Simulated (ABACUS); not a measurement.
Wanted: the native input for an ABACUS 3.10.1 run.

```yaml
Task: single point
Functional: B86bPBE
Potentials_or_basis: GBRV ultrasoft 1.5 PBE
Cutoff: 544 eV
Density_cutoff: 4354 eV
Basis: plane waves
k_mesh: 6 × 6 × 6
Occupations: fermi-dirac, width 0.05 eV
Spin: no spin polarisation
Radial_cutoff_of_the_potentials_pseudo_rcut: 10 bohr
SCF_threshold_on_the_density: 1e-08
Max_SCF_steps: 100
Eigensolver: dav
Mixing: broyden
Mixing_share: 0.7
Symmetry_key: 1
Bands: 20
```

Crystal: TePb.

```
Pb Te
1.0
     0.00000    3.23100    3.23100
     3.23100    0.00000    3.23100
     3.23100    3.23100    0.00000
Pb Te
1 1
Direct
  0.00000 0.00000 0.00000
  0.50000 0.50000 0.50000
```

One way to write it, as run:

INPUT

```
INPUT_PARAMETERS
suffix              TePb
calculation         scf
basis_type          pw
pseudo_dir          ./
symmetry            1
dft_functional      GGA_X_B86_MGC+GGA_C_PBE
ecutwfc             40
pseudo_rcut         10
nspin               1
nbands              20
ks_solver           dav
smearing_method     fd
smearing_sigma      0.00367493
scf_thr             1e-08
scf_nmax            100
mixing_type         broyden
mixing_beta         0.7
cal_force           1
cal_stress          1
ecutrho             320
out_chg             1
out_pot             2
out_elf             0
kpar                4
```

STRU

```
ATOMIC_SPECIES
Pb 207.2000 pb_pbe_v1.uspp.F.UPF
Te 127.6000 te_pbe_v1.uspp.F.UPF

LATTICE_CONSTANT
1.8897261246

LATTICE_VECTORS
0.0000000000 3.2310000000 3.2310000000
3.2310000000 0.0000000000 3.2310000000
3.2310000000 3.2310000000 0.0000000000

ATOMIC_POSITIONS
Direct

Pb
0.0
1
0.0000000000 0.0000000000 0.0000000000 1 1 1

Te
0.0
1
0.5000000000 0.5000000000 0.5000000000 1 1 1
```

KPT

```
K_POINTS
0
Gamma
6 6 6 0 0 0
```

Potentials or basis: GBRV ultrasoft 1.5 PBE, plane waves.

Launch:

```console
$ OMP_NUM_THREADS=1 mpirun -np 4 abacus > log
```

Results of the run:

```
Pressure               : 2.4 GPa
Band gap on the k mesh : 0.72 eV, direct
```

Caveat: the potentials were made for another functional, which shifts forces and pressure; spin-orbit coupling is left out, which as a rule narrows the gap of such compounds by several tenths of an eV.

Run time: 17 s on 4 MPI ranks on Intel(R) Xeon(R) Platinum 8488C (Sapphire Rapids), on a shared host, peak memory 0.92 GiB a rank.
